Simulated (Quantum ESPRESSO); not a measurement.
Crystal: BaTe.

```xyz
2
Lattice="0.0000 3.4100 3.4100 3.4100 0.0000 3.4100 3.4100 3.4100 0.0000" Properties=species:S:1:pos:R:3 pbc="T T T"
Ba    0.0000    0.0000    0.0000
Te    3.4100    3.4100    3.4100
```

Base run:

```yaml
Program: Quantum ESPRESSO 7.5
Functional: WC
Potentials_or_basis: PseudoDojo 0.4.1 SR PBE standard
Cutoff: 1088 eV
Density_cutoff: 4354 eV
k_mesh: 4 × 4 × 4, shifted
Occupations: fermi-dirac, width 0.05 eV
Spin: no spin polarisation
```

Its results: pressure 2.1 GPa; electronic dielectric tensor (diagonal) 6.55.

Problem. After a change of settings the same cell gave: pressure 4.0 GPa; electronic dielectric tensor (diagonal) 6.38. Which change was it?
A. functional from WC to PBEsol; potentials or basis from PseudoDojo 0.4.1 SR PBE standard to PseudoDojo 0.4.1 SR PBEsol standard
B. functional from WC to LDA; potentials or basis from PseudoDojo 0.4.1 SR PBE standard to PseudoDojo 0.4.1 SR LDA standard
C. functional from WC to PBE
D. functional from WC to AM05

Solution. C.

PBE binds less tightly than WC, so the same cell stands under more pressure.

Caveats: this release of the barium file is off; the potentials were made for another functional, which shifts forces and pressure (some runs); the cell is more than 3 GPa from zero pressure, which shifts response properties (some runs).
